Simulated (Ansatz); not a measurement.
Zr in Ansatz: the effect of functional

Zr:

```
Zr
1.0
     3.23200    0.00000    0.00000
    -1.61600    2.79899    0.00000
     0.00000    0.00000    5.14700
Zr
2
Direct
  0.66667 0.33333 0.75000
  0.33333 0.66667 0.25000
```

Alike in all runs:

```yaml
Program: Ansatz 0.2.0
Task: band structure
Potentials_or_basis: all-electron LAPW, scalar-relativistic
Cutoff: 174 eV (chosen from the basis error)
Basis_error_allowed: 0.001 eV/atom
k_mesh: 9 × 9 × 5
Occupations: fermi-dirac, width 0.05 eV
Spin: no spin polarisation
```

```csv
functional,pressure (GPa)
LDA,?
PBEsol,-3.3
RPBE,2.7
revPBE,2.1
BLYP,3.6
```

**Question.** What does the run with functional LDA give?

**Answer.** Pressure -6.1 GPa.

Runs at the PBE level aren't shown here.
